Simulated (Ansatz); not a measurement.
# Sr: stress in a strained cell

Sr is deformed so: equal xy, yz and zx engineering shear strains of -1.5 %. What stress and forces result, by LAPW, PAW and all-electron datasets made for the crystal?

Program: Ansatz 0.2.0. Level of theory: DFT PBE, scalar-relativistic. These are calculated values, not measurements.

## 1. The starting structure

It takes space group P6_3/mmc (No. 194, hexagonal). The conventional cell has a = 4.310 Å, b = 4.310 Å, c = 7.050 Å, α = 90.00°, β = 90.00°, γ = 120.00°. Around Sr (site symmetry -6m2) lie 12 Sr at 4.31 Å.

As a file:

```
Sr
1.0
     4.31000    0.00000    0.00000
    -2.15500    3.73257    0.00000
     0.00000    0.00000    7.05000
Sr
2
Direct
  0.33333 0.66667 0.25000
  0.66667 0.33333 0.75000
```

Atoms are numbered in the order of the input: Sr1, Sr2.

## 2. After the deformation

Space group P6_3/mmc before, P-1 after.

## 3. All-electron LAPW

Input file input.yaml:

```yaml
crystal:
  lattice:
    - [4.3100002207, -0.0323250017, -0.0323250017]
    - [-2.182994383, 3.7487321822, -0.0118317718]
    - [-0.052875, -0.052875, 7.05]
  atoms:
    - { symbol: Sr, position: [0.3333333333, 0.6666666667, 0.25] }
    - { symbol: Sr, position: [0.6666666667, 0.3333333333, 0.75] }
kpoints:
  mp_grid: { grid: [10, 10, 5] }
scf:
  occupations: { method: fermi_dirac, width: 0.08 }
hamiltonian:
  xc: pbe
  pseudopotentials: { kind: all_electron, lapw: { basis_error: 0.001 } }
output:
  forces: true
  stress: true
  eigenvalues: true
```

Run with:

```bash
$ ansatz run input.yaml --threads 1 --pin off --max-ram 2048MiB --backend cpu --events-out ev --progress --plain --runs-dir out
```

## 4. PAW with frozen cores

Edit input.yaml of step 3 so:

```diff
@@ -14,3 +14,3 @@
   xc: pbe
-  pseudopotentials: { kind: all_electron, lapw: { basis_error: 0.001 } }
+  pseudopotentials: { kind: paw }
 output:
@@ -19 +19,2 @@
   eigenvalues: true
+  efg: { contact_densities: true }
```

## 5. Datasets made for this crystal

Edit input.yaml of step 4 so:

```diff
@@ -14,3 +14,3 @@
   xc: pbe
-  pseudopotentials: { kind: paw }
+  pseudopotentials: { kind: all_electron, datasets: crystal }
 output:
```

(Steps that only read results are left out.)

What does the calculation give? Wanted: pressure; largest shear or deviatoric stress.

**Answer**, as computed:

```
                                 quantity                                              value
                                 pressure  LAPW -0.28, PAW -0.28, crystal datasets -0.28 GPa
largest shear or deviatoric stress (LAPW)                                           0.13 GPa
```

The largest part of the stress beyond the pressure is 0.13 GPa in size, in the xy component; the atoms are carried along and not relaxed. No run of the undeformed cell stands beside it, so pressure and stress hold what the given cell had before the change, as far as its symmetry allows. PAW: stress within 0.01 GPa of LAPW. Crystal datasets: stress within 0.01 GPa of LAPW.
